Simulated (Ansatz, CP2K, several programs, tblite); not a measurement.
Energy against volume for a 4-atom cell of Cu3N started from a crystallographic database, at fixed shape and fractional coordinates, computed by several methods (PBE and r2SCAN, where shown, with plane waves in Ansatz); the cell shown is that of r2SCAN. The symmetry is Pm-3m (No. 221, cubic); conventional cell a = 3.789 Å, 13.60 Å³ an atom. Around Cu lie 2 N at 1.89 Å; around N lie 6 Cu at 1.89 Å. The values are computed, spin-unpolarised, and not measurements. Energies count from each curve's lowest point; fits are third-order Birch-Murnaghan.

```cif
data_structure
_symmetry_space_group_name_H-M 'Pm-3m'
_symmetry_Int_Tables_number 221
_cell_length_a 3.7894
_cell_length_b 3.7894
_cell_length_c 3.7894
_cell_angle_alpha 90.000
_cell_angle_beta 90.000
_cell_angle_gamma 90.000
_cell_volume 54.41
loop_
_atom_site_label
_atom_site_type_symbol
_atom_site_symmetry_multiplicity
_atom_site_Wyckoff_symbol
_atom_site_fract_x
_atom_site_fract_y
_atom_site_fract_z
_atom_site_occupancy
Cu1 Cu 3 d 0.50000 0.00000 0.00000 1
N1 N 1 a 0.00000 0.00000 0.00000 1
```

r2SCAN, on the shape of its own relaxed cell:
```
V (Å³/atom)  E (meV/atom)
     12.787         21.94
     13.195          5.18
     13.603          0.00
     14.011          4.74
     14.419         17.80
```
V₀ = 13.60 Å³ an atom and B₀ = 129 GPa.

light PBE (260 eV, its own mesh), on the shape of the cell shown:

| V (Å³/atom) | E (meV/atom) |
| --- | --- |
| 12.515 | 94.28 |
| 13.059 | 58.87 |
| 13.603 | 24.10 |
| 14.147 | 6.63 |
| 14.691 | 0.00 |
| 15.236 | 7.82 |

The points scatter about a smooth fit, as a low cutoff and a light mesh can make them, so no fit is quoted.

GFN1-xTB (tblite), on the shape of the cell shown, as a cluster of 108 atoms at the zone centre:

| V (Å³/atom) | E (meV/atom) |
| --- | --- |
| 11.971 | 173.73 |
| 12.787 | 68.96 |
| 13.603 | 16.19 |
| 14.419 | 0.00 |
| 15.236 | 9.91 |

V₀ = 14.47 Å³ an atom and B₀ = 88 GPa.

GFN2-xTB (tblite), on the shape of the cell shown, as a cluster of 108 atoms at the zone centre:
```tsv
V (Å³/atom)	E (meV/atom)
11.971	0.00
12.787	55.26
13.603	122.94
14.419	198.02
15.236	276.42
```
The lowest point is an end point, so the minimum isn't bracketed.

PBE/DZVP (CP2K), on the shape of the cell shown:
```csv
V (Å³/atom),E (meV/atom)
11.971,182.01
12.787,67.07
13.603,12.06
14.419,0.00
15.236,18.77
```
V₀ = 14.29 Å³ an atom and B₀ = 111 GPa.
